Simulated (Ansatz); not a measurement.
# C9O: the cost of one run

Program: Ansatz 0.2.0. Level of theory: DFT PBEsol, scalar-relativistic, plane waves, PAW. These are calculated values, not measurements.

5 further runs of the same task are left out: 1 that didn't finish, 4 set aside as unsound or not needed. Runs told in other sessions of the task aren't counted.

**1. The starting structure**

The structure is monoclinic, space group Cm (No. 8). Conventional cell: a = 7.335 Å, b = 2.459 Å, c = 23.964 Å, α = 90.00°, β = 90.00°, γ = 90.00°. C (site symmetry m) has 2 C at 1.42 Å in its first shell of neighbours. C (site symmetry m) has 3 C at 1.42 Å in its first shell of neighbours. C (site symmetry m) is surrounded by 3 C at 1.42 to 1.43 Å. C (site symmetry m) has 3 C at 1.41 to 1.43 Å in its first shell of neighbours. Around C (site symmetry m) lie 3 C at 1.41 to 1.47 Å. Around C (site symmetry m) lie 3 C at 1.38 to 1.47 Å. C (site symmetry m) has 2 C at 1.38 Å in its first shell of neighbours.

Coordinates:

```cif
data_structure
_symmetry_space_group_name_H-M 'Cm'
_symmetry_Int_Tables_number 8
_cell_length_a 7.3349
_cell_length_b 2.4589
_cell_length_c 23.9639
_cell_angle_alpha 90.000
_cell_angle_beta 90.000
_cell_angle_gamma 90.000
_cell_volume 432.21
loop_
_atom_site_label
_atom_site_type_symbol
_atom_site_symmetry_multiplicity
_atom_site_Wyckoff_symbol
_atom_site_fract_x
_atom_site_fract_y
_atom_site_fract_z
_atom_site_occupancy
C1 C 2 a 0.29679 0.50000 0.35470 1
C2 C 2 a 0.31560 0.00000 0.38376 1
C3 C 2 a 0.35298 0.00000 0.44188 1
C4 C 2 a 0.37179 0.50000 0.47094 1
C5 C 2 a 0.41146 0.50000 0.52950 1
C6 C 2 a 0.43147 0.00000 0.55789 1
C7 C 2 a 0.47464 0.00000 0.61785 1
C8 C 2 a 0.49379 0.50000 0.64304 1
```

Planes are indexed in the bulk's conventional cell (R-3m (No. 166)), a = 2.459 Å, b = 2.459 Å, c = 10.794 Å, α = 90.00°, β = 90.00°, γ = 120.00°.

This (101) slab, 7.0 Å thick as cut, with 17 Å of vacuum; its outer planes are C (top) and C (bottom), was relaxed beforehand with its lower half held: -1966.6479 eV, work function 6.21 eV (top face), 6.74 eV (bottom face), dipole along +c 0.027 e·Å per cell.

**2. CO put at a top (C) site**

Input file input.yaml:

```yaml
crystal:
  lattice:
    - [2.4589102516, 0.0, 0.0]
    - [-1.2294551258, 3.667449709, 0.0]
    - [0.0, 0.0, 27.1139274759]
  atoms:
    - { symbol: C, position: [0.7967867866, 0.5935735732, 0.3134920239] }
    - { symbol: C, position: [0.315595284, 0.631190568, 0.3391722198] }
    - { symbol: C, position: [0.3529778219, 0.7059556438, 0.390545124] }
    - { symbol: C, position: [0.8717863193, 0.7435726386, 0.4162253199] }
    - { symbol: C, position: [0.9114590076, 0.822916651, 0.4679807992] }
    - { symbol: C, position: [0.4314731292, 0.8629453749, 0.4930773113] }
    - { symbol: C, position: [0.4746413786, 0.9492811675, 0.5460671517] }
    - { symbol: C, position: [0.9937936716, 0.987585573, 0.5683322454] }
    - { symbol: C, position: [0.9937936716, 0.987585573, 0.6266048804] }
    - { symbol: O, position: [0.9937936716, 0.987585573, 0.6690185072] }
basis:
  ecutwfc: 420
kpoints:
  mp_grid: { grid: [12, 8, 1] }
hamiltonian:
  xc: pbesol
scf:
  occupations: { method: gaussian, width: 0.05 }
output:
  forces: true
  eigenvalues: true
  write_density: true
  write_potential: true
  elf: true
  volumetric_format: npy
relax:
  adjacent_minimum: "off"
  f_tol: 0.03
  max_steps: 70
  constraints: [{ sites: [0, 1, 2, 3] }]
efield:
  axis: 3
  dipole_correction: true
  ramp_width: 0.04
```

On the command line:

```sh
> ansatz run input.yaml --threads 2 --pin off --max-ram 5120MiB --backend cpu --events-out ev --progress --plain --runs-dir out
```

**Question.** How long does this run take on 2 threads of Intel Xeon 6975P-C (Granite Rapids), shared host, and how much memory does it need?

About 2.2 min, with a peak of 0.66 GiB.
